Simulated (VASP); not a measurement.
Input of a VASP 6.6.1 run:

The input POSCAR:

```
ZnO
1.0
   -0.0480809596      2.0856894367      2.0856894367
    2.0856894367     -0.0480809596      2.0856894367
    2.0856894367      2.0856894367     -0.0480809596
Zn O
1 1
Direct
    0.0000000000      0.0000000000      0.0000000000
    0.5000000000      0.5000000000      0.5000000000
```

The input INCAR.step1:

```
PREC = Accurate
ENCUT = 520
ISMEAR = 0
SIGMA = 0.01
LREAL = False
LASPH = True
NELM = 80
NBANDS = 16
GGA = PE
ALGO = Normal
EDIFF = 1E-4
LWAVE = True
LCHARG = False
```

INCAR.step2

```
PREC = Accurate
ENCUT = 520
EDIFF = 1E-7
ISMEAR = 0
SIGMA = 0.01
LREAL = False
LASPH = True
NELM = 80
ALGO = Normal
ISIF = 2
LWAVE = False
LCHARG = False
METAGGA = R2SCAN
LMIXTAU = True
NBANDS = 16
ISTART = 1
```

KPOINTS

```
regular mesh
0
Gamma
  10 10 10
```

Potentials or basis: VASP PAW PBE potentials, release 64 (Zn, O).

Command:

```bash
$ cat potpaw_PBE.64/Zn/POTCAR potpaw_PBE.64/O/POTCAR > POTCAR
$ cp INCAR.step1 INCAR
$ mpirun -np 1 vasp_std > vasp.out
$ cp INCAR.step2 INCAR
$ mpirun -np 1 vasp_std > vasp.out
```

(1) Estimate the band gap on the k mesh.

(2) Predict the pressure.

Answers

(1) 1.70 eV, indirect (least direct gap 3.10 eV).

(2) 8.7 GPa.

Caveat: the PAW data sets were made with another functional, which shifts forces and pressure a little.
